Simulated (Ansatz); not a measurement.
**Fe: phonons with PBEsol**

The system is Fe.

```xyz
1
Lattice="-1.4430 1.4430 1.4430 1.4430 -1.4430 1.4430 1.4430 1.4430 -1.4430" Properties=species:S:1:pos:R:3 pbc="T T T"
Fe    0.0000    0.0000    0.0000
```

```json
{"Program": "Ansatz 0.2.0", "Task": "phonons", "Functional": "PBEsol", "Potentials or basis": "Ansatz PAW", "Cutoff": "420 eV (not typed: the program's choice for these potentials)", "k mesh": "10 × 10 × 10", "Occupations": "fermi-dirac, width 0.05 eV", "Spin": "collinear spin, ferromagnetic start", "Starting moments": "[3.0] μB", "q mesh": "2 × 2 × 2", "Path": "[[\"G\", \"H\", \"N\", \"G\", \"P\", \"H\"], [\"P\", \"N\"]]", "Points for each segment of the path": "8"}
```

```json
{
 "Band gap on the k mesh": "none (metal or under the smearing width)",
 "Net moment": "2.17 μB per cell",
 "Absolute moment": "2.30 μB per cell",
 "Site moments": "Fe +2.22 μB",
 "Highest phonon frequency": "267 cm⁻¹"
}
```

Levels at points of the mesh, in eV from the Fermi level:
Spin up:
```tsv
k point	band 6	band 7	band 8	band 9	band 10	band 11	band 12	band 13
(0.00, 0.00, 0.00)	-2.17	-2.17	-2.17	-1.02	-1.02	23.83	23.83	23.83
(0.00, 0.00, -0.50)	-3.18	-0.97	-0.85	0.34	0.44	6.84	17.56	19.14
(-0.50, -0.50, -0.50)	-4.52	0.09	0.09	0.09	9.40	9.40	9.40	15.02
```
Spin down:
| k point | band 5 | band 6 | band 7 | band 8 | band 9 | band 10 |
| --- | --- | --- | --- | --- | --- | --- |
| (0.00, 0.00, 0.00) | -8.04 | -0.25 | -0.25 | -0.25 | 1.64 | 1.64 |
| (0.00, 0.00, -0.50) | -3.39 | -1.45 | 0.57 | 1.51 | 1.88 | 2.58 |
| (-0.50, -0.50, -0.50) | -2.74 | -2.74 | 2.29 | 2.29 | 2.29 | 9.70 |

Phonon frequencies in cm⁻¹ (negative: imaginary):
| q point | frequencies |
| --- | --- |
| (0.000, 0.000, 0.000) | 0 0 0 |
| (0.000, 0.000, -0.500) | 171 195 267 |
| (-0.500, -0.500, -0.500) | 266 266 266 |

Wall time 16 s on 2 threads of Intel(R) Xeon(R) Processor @ 2.70GHz, with other jobs on the host, peak memory 0.56 GiB.

Caveat: the q mesh is small, so phonon branches between its points and thermal values are rough.
